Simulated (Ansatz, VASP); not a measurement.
**CsH: VASP beside Ansatz**

```
CELL_PARAMETERS angstrom
0.00000 2.30054 2.30054
2.30054 0.00000 2.30054
2.30054 2.30054 0.00000
ATOMIC_POSITIONS crystal
Cs 0.00000 0.00000 0.00000
H 0.50000 0.50000 0.50000
```

Change from the starting cell: volume scaled by 0.43, crystal datasets.

Alike in both runs: task single point; functional LDA; k mesh 12 × 12 × 12; occupations fermi-dirac, width 0.05 eV; no spin polarisation.

|  | VASP | Ansatz |
| --- | --- | --- |
| version | VASP 6.6.1 | Ansatz 0.2.0 |
| potentials or method | VASP PAW LDA potentials, release 64 (Cs_sv, H), cutoff 520 eV | all-electron PAW with datasets made for the crystal, scalar-relativistic |

VASP gave:

| Quantity | Value |
| --- | --- |
| pressure (GPa) | 55.7 |

**Question.** What did Ansatz give for the same quantities?

**Answer.** Pressure (GPa): 51.1.

Ansatz ran all-electron here, so the differences hold the error of VASP's frozen core and of both bases.

Caveats: so large a pressure means that the cell lies far from this level's equilibrium, or that cutoff or potentials fall short (VASP). Spin-orbit coupling is left out, which matters for the levels of Cs.
